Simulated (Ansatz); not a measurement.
# RbBr: the cost of one run

Computed with Ansatz 0.2.0 (DFT PBE, scalar-relativistic, plane waves, PAW, unless a step's input says otherwise).

## (1) Starting point

Symmetry: Pm-3m, No. 221, cubic system. Conventional cell: a = 4.126 Å, b = 4.126 Å, c = 4.126 Å, α = 90.00°, β = 90.00°, γ = 90.00°. Rb (site symmetry m-3m) is surrounded by 8 Br at 3.57 Å. Br (site symmetry m-3m) has 8 Rb at 3.57 Å as nearest neighbours.

Coordinates:

```cif
data_structure
_symmetry_space_group_name_H-M 'P 1'
_symmetry_Int_Tables_number 1
_cell_length_a 4.1261
_cell_length_b 4.1261
_cell_length_c 4.1261
_cell_angle_alpha 90.000
_cell_angle_beta 90.000
_cell_angle_gamma 90.000
_cell_volume 70.24
loop_
_atom_site_label
_atom_site_type_symbol
_atom_site_fract_x
_atom_site_fract_y
_atom_site_fract_z
_atom_site_occupancy
Rb1 Rb 0.00000 0.00000 0.00000 1
Br1 Br 0.50000 0.50000 0.50000 1
```

The structure comes from the Materials Project (structure only).

## (2) A change within the space group

The change: strain xx, yy, zz, yz, xz, xy = +1.6, +1.6, +1.6, +0.0, +0.0, +0.0 %.

input.yaml

```yaml
crystal:
  lattice:
    - [4.1922183191, 0.0, 0.0]
    - [0.0, 4.1922183191, 0.0]
    - [0.0, 0.0, 4.1922183191]
  atoms:
    - { symbol: Rb, position: [0.0, 0.0, 0.0] }
    - { symbol: Br, position: [0.5, 0.5, 0.5] }
basis:
  ecutwfc: 420
kpoints:
  mp_grid: { grid: [6, 6, 6] }
hamiltonian:
  xc: pbe
scf:
  occupations: { method: gaussian, width: 0.02 }
output:
  forces: true
  stress: true
  eigenvalues: true
  populations: true
```

On the command line:

```sh
$ ansatz run input.yaml --threads 1 --pin off --max-ram 1331MiB --backend cpu --events-out ev --progress --plain --runs-dir out
```

Q: Estimate wall time and peak memory on 1 thread of an x86-64 CPU, shared host.

About 3.1 s, with a peak of 0.33 GiB.
